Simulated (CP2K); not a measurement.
**Cu in CP2K: the effect of strain**

Crystal: Cu.

```
Cu
1.0
     2.47913    0.00000    0.00000
    -0.95617    2.28533    0.00000
    -0.74942   -1.16193    2.02211
Cu
1
Direct
  0.00000 0.00000 0.00000
```

The cell isn't the ideal one: cell sheared at random, sigma 0.01, atoms nudged by 0.01 Å; strain_c = 0.

Alike in all runs:

```yaml
Program: CP2K 2026.2
Task: band structure
Functional: PBE
Potentials_or_basis: POTENTIAL_UZH Cu GTH-PBE-q11; TZVP-MOLOPT-PBE-GTH basis
Density_cutoff: 6123 eV
k_mesh: 13 × 13 × 13
Occupations: fermi-dirac, width 0.05 eV
Spin: no spin polarisation
SCF_solver: diagonalisation with k points
Quickstep_method: GPW
EPS_DEFAULT: 1.0E-9
EPS_SCF: 1.0E-6
MAX_SCF: 100
SCF_GUESS: ATOMIC
k_points_reduced_by_the_point_group: yes
Mesh_centred_on_Gamma: yes
```

```csv
strain,pressure (GPa)
0,9.3
-0.02,-20.2
0.02,5.7
-0.04,-62.0
0.04,2.9
0.06,?
```

Question: What does the run with strain 0.06 give?

Answer: Pressure 0.3 GPa.

Worked out: A parabola through the other rows of the pressure, of slope -1840 GPa per unit of strain there, extrapolates to -27.3 GPa, against the run's 0.3.

Caveats: the pressure doesn't fall as the volume grows, so the stress is unreliable here; the basis of atomic orbitals isn't converged, which shifts pressures, moduli and gaps; the cell as given lies far from equilibrium (some runs).
